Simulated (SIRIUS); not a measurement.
**Re in SIRIUS: the effect of dispersion**

Re:

```
CELL_PARAMETERS angstrom
2.76080 0.00000 0.00000
-1.38040 2.39092 0.00000
0.00000 0.00000 4.45820
ATOMIC_POSITIONS crystal
Re 0.66667 0.33333 0.75000
Re 0.33333 0.66667 0.25000
```

Alike in all runs:

| Item | Value |
| --- | --- |
| Program | SIRIUS 7.12.0 |
| Task | equation of state |
| Functional | PBE |
| Potentials or basis | all-electron FP-LAPW |
| Cutoff | 185 eV |
| Basis | apw+lo standard |
| k mesh | 11 × 11 × 6 |
| Occupations | fermi-dirac, width 0.05 eV |
| Spin | no spin polarisation |

| dispersion | V0 of scaled cells (Å³/atom) | B0 (GPa) |
| --- | --- | --- |
| none | ? | ? |
| D3 | 14.64 | 380 |
| D3(BJ) | 14.66 | 380 |
| D4 | 14.67 | 381 |

Question: What does the run with dispersion none give?

Answer: V0 of scaled cells 14.95 Å³/atom; B0 361 GPa.

Caveats: the cell was scaled at fixed shape and fractional positions, which overstates the stiffness of a crystal with free parameters, most of all of layers and chains.
